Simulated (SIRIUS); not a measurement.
**Ta in SIRIUS: the effect of functional**

Crystal: Ta.

```xyz
1
Lattice="-1.6513 1.6513 1.6513 1.6513 -1.6513 1.6513 1.6513 1.6513 -1.6513" Properties=species:S:1:pos:R:3 pbc="T T T"
Ta    0.0000    0.0000    0.0000
```

Alike in all runs:

* Program: SIRIUS 7.12.0
* Task: equation of state
* Potentials or basis: all-electron FP-LAPW
* Cutoff: 170 eV
* Basis: apw+lo standard
* k mesh: 11 × 11 × 11
* Occupations: fermi-dirac, width 0.05 eV
* Spin: no spin polarisation

| functional | V0 of scaled cells (Å³/atom) | B0 (GPa) |
| --- | --- | --- |
| LDA | 17.19 | 226 |
| PBEsol | 17.61 | 211 |
| WC | 17.70 | 211 |
| AM05 | 17.55 | 210 |
| PBE | ? | ? |
| PW91 | 18.20 | 195 |
| revPBE | 18.47 | 186 |
| RPBE | 18.57 | 183 |
| BLYP | 18.81 | 183 |

Problem. What does the run with functional PBE give?

Solution. V0 of scaled cells 18.24 Å³/atom; B0 193 GPa.
